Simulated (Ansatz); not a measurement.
# Te2Mo: the cost of one run

Method: DFT PBE, scalar-relativistic, plane waves, PAW, in Ansatz 0.2.0.

### Step 1. Starting point

It takes space group Cmmm (No. 65, orthorhombic). The conventional cell has a = 6.688 Å, b = 6.918 Å, c = 4.472 Å, α = 90.00°, β = 90.00°, γ = 90.00°. Te (site symmetry 2/m) has 2 Mo at 2.41 Å as nearest neighbours. Mo (site symmetry mmm) has 4 Te at 2.41 Å as nearest neighbours.

Structure file:

```cif
data_structure
_symmetry_space_group_name_H-M 'Cmmm'
_symmetry_Int_Tables_number 65
_cell_length_a 6.6878
_cell_length_b 6.9178
_cell_length_c 4.4716
_cell_angle_alpha 90.000
_cell_angle_beta 90.000
_cell_angle_gamma 90.000
_cell_volume 206.88
loop_
_atom_site_label
_atom_site_type_symbol
_atom_site_symmetry_multiplicity
_atom_site_Wyckoff_symbol
_atom_site_fract_x
_atom_site_fract_y
_atom_site_fract_z
_atom_site_occupancy
Te1 Te 4 e 0.25000 0.25000 0.00000 1
Mo1 Mo 2 a 0.00000 0.00000 0.00000 1
```

The cell is invented: random cell by space group and Wyckoff sites (Cmmm, No. 65). The dimensions are guesses.

### Step 2. Probe: one point on a coarse mesh

input.yaml reads:

```yaml
crystal:
  lattice:
    - [3.34388657, -3.45891915, 0.0]
    - [3.34388657, 3.45891915, 0.0]
    - [0.0, 0.0, 4.47162118]
  atoms:
    - { symbol: Te, position: [0.0, 0.5, 0.0] }
    - { symbol: Te, position: [0.5, 0.0, 0.0] }
    - { symbol: Mo, position: [0.0, 0.0, 0.0] }
basis:
  ecutwfc: 420
kpoints:
  mp_grid: { grid: [4, 4, 4] }
hamiltonian:
  xc: pbe
scf:
  occupations: { method: gaussian, width: 0.1 }
  lower_state_search: "off"
output:
  forces: true
  stress: true
  eigenvalues: true
```

Run with:

```sh
ansatz run input.yaml --threads 1 --pin off --max-ram 2560MiB --backend cpu --events-out ev --progress --plain --runs-dir out
```

Q: Estimate wall time and peak memory on 1 thread of Arm Neoverse V1, shared host.

About 3.5 s, with a peak of 0.36 GiB.
